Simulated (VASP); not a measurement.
A run of VASP 6.6.1 is set up as follows.

The input POSCAR:

```
Mo
1.0
    4.4062228748      0.0000000000      0.0000000000
   -2.2031114374      3.8159009443      0.0000000000
    0.0000000000      0.0000000000      2.7837556461
Mo
3
Direct
    0.3333499089      0.0000000000      0.3333333333
    0.0000000000      0.3333499089      0.6666666667
    0.6666500911      0.6666500911      0.0000000000
```

INCAR.step1

```
SYSTEM = Mo
ALGO = Normal ; EDIFF = 1E-4
ENCUT = 520 ; GGA = PE
ISMEAR = 0 ; LASPH = .True.
LCHARG = .False. ; LREAL = .False.
LWAVE = .True. ; NBANDS = 28
NELM = 100 ; PREC = Accurate
SIGMA = 0.1
```

The input INCAR.step2:

```
SYSTEM = Mo
ALGO = Normal ; EDIFF = 1E-7
ENCUT = 520 ; ISIF = 2
ISMEAR = 0 ; ISTART = 1
LASPH = .True. ; LCHARG = .True.
LELF = .True. ; LMIXTAU = .True.
LREAL = .False. ; LVHAR = .True.
LWAVE = .False. ; METAGGA = R2SCAN
NBANDS = 28 ; NELM = 100
PREC = Accurate ; SIGMA = 0.1
```

File KPOINTS:

```
k-points
0
Gamma
  6 6 4
  0 0 0
```

Potentials or basis: VASP PAW PBE potentials, release 64 (Mo_sv).

Command:

```sh
$ cat potpaw_PBE.64/Mo_sv/POTCAR > POTCAR
$ cp INCAR.step1 INCAR
$ mpirun -np 1 vasp_std > vasp.out
$ cp INCAR.step2 INCAR
$ mpirun -np 1 vasp_std > vasp.out
```

Task: Predict the pressure.

Result: 1.3 GPa.

Task: Estimate the band gap on the k mesh.

Result: None (metal or under the smearing width).

Stress tensor (GPa, compression positive):
```
1.52 0.00 0.00
0.00 1.52 0.00
0.00 0.00 1.00
```

Caveat: the k mesh is coarse (spacing up to 0.56 Å⁻¹), so the values aren't converged; the PAW data sets were made with another functional, which shifts forces and pressure a little.
